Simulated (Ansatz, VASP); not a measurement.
Sb in VASP and in Ansatz

```
Sb
1.0
     0.00000    2.37124    2.37124
     2.37124    0.00000    2.37124
     2.37124    2.37124    0.00000
Sb
1
Direct
  0.00000 0.00000 0.00000
```

This isn't the form of Sb at room conditions, which is rhombohedral.

Alike in both runs: task relaxation of cell and atoms; functional revPBE; k mesh 10 × 10 × 10; occupations fermi-dirac, width 0.05 eV; no spin polarisation.

|  | VASP | Ansatz |
| --- | --- | --- |
| version | VASP 6.6.1 | Ansatz 0.2.0 |
| potentials or method | VASP PAW PBE potentials, release 64 (Sb) | Ansatz PAW |
| plane-wave cutoff (eV) | 600 | 420 |
| valence electrons in the cell | 5 | 15 |

VASP gave:

| Item | Value |
| --- | --- |
| gap on the k mesh at the Fermi level, each at its own relaxed structure (eV) | none |
| relaxed volume (Å³/atom) | 27.84 |
| relaxed cell length with the largest relative difference (Å) | 3.402 |
| energy change over the relaxation (meV/atom) | -9 |

Q: Estimate Ansatz's values.

A: gap on the k mesh at the Fermi level, each at its own relaxed structure (eV): none; relaxed volume (Å³/atom): 27.96; relaxed cell length with the largest relative difference (Å): 3.407; energy change over the relaxation (meV/atom): -11.

A gap of «none» marks a metal or a gap that the smearing closes. The two sets of potentials don't hold the same shells in valence.

Caveats: the PAW data sets were made with another functional, which shifts forces and pressure a little (VASP); the plane-wave basis is chosen anew once the cell has moved, so the energies of steps on either side of that aren't comparable (Ansatz); the PAW data sets come from PBE, with cores solved anew for the run's functional, which leaves a small shift of forces and pressure (Ansatz). The runs have no spin-orbit coupling, so splittings on Sb are missing.
